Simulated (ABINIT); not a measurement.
Ir, 1 atom in the cell. It takes space group Fm-3m (No. 225, cubic). Conventional cell: a = 3.831 Å, b = 3.831 Å, c = 3.831 Å, α = 90.00°, β = 90.00°, γ = 90.00°. Ir (site symmetry m-3m) has 12 Ir at 2.71 Å as nearest neighbours. 

```yaml
Program: ABINIT 10.8.3 (patched build)
Task: equation of state
Functional: PBE
Dispersion: D3
Potentials_or_basis: JTH PAW PBE v2.0
Cutoff: 463 eV
k_mesh: 12 × 12 × 12
Occupations: fermi-dirac, width 0.05 eV
Spin: no spin polarisation
Fine-grid_cutoff: 925.187 eV
Exchange_and_correlation_inside_the_PAW_spheres: full angular mesh (pawxcdev 0, this build's default; the released program takes 1)
```

Potentials or basis: JTH PAW PBE v2.0.

Run with:

```bash
$ abinit run.abi > log 2>&1
```

Hardware: 1 thread of Arm Neoverse V2, on a shared host.

Problem. How long does it take, and how much memory?

Solution. Wall time 40 s on 1 thread of Arm Neoverse V2, on a shared host, peak memory 0.13 GiB. Counts: scf iterations 61, mpi ranks 1, k points 72, bands 12, plane waves 310.
